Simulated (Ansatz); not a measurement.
# AlAs: the cost of one run

Method: reference: DFT, HSE06, plane waves, PAW, in Ansatz 0.2.0.

4 further runs of the same task are left out: 1 for a known fault of the program, 3 that didn't finish.

### Step 1. Starting point

The structure is cubic, space group F-43m (No. 216). The conventional cell has a = 5.678 Å, b = 5.678 Å, c = 5.678 Å, α = 90.00°, β = 90.00°, γ = 90.00°. Al (site symmetry -43m) has 4 As at 2.46 Å as nearest neighbours. Around As (site symmetry -43m) lie 4 Al at 2.46 Å.

As a file:

```xyz
2
Lattice="0.0000 2.8389 2.8389 2.8389 0.0000 2.8389 2.8389 2.8389 0.0000" Properties=species:S:1:pos:R:3 pbc="T T T"
Al    0.0000    0.0000    0.0000
As    1.4195    1.4195    1.4195
```

### Step 2. Baseline

Contents of input.yaml:

```yaml
crystal:
  lattice:
    - [0.0, 2.8389246371, 2.8389246371]
    - [2.8389246371, 0.0, 2.8389246371]
    - [2.8389246371, 2.8389246371, 0.0]
  atoms:
    - { symbol: Al, position: [0.0, 0.0, 0.0] }
    - { symbol: As, position: [0.25, 0.25, 0.25] }
kpoints:
  mp_grid: { grid: [4, 4, 4] }
hamiltonian:
  xc: hse06
scf:
  occupations: { method: fixed }
  n_extra_bands: 4
output:
  forces: true
  stress: true
  eigenvalues: true
```

Command:

```
$ ansatz run input.yaml --threads 4 --pin off --max-ram 3686MiB --backend cpu --events-out ev --progress --plain --runs-dir out
```

**Question.** How long does this run take on 4 threads of an x86-64 CPU, shared host, and how much memory does it need?

About 18 s, with a peak of 0.65 GiB.
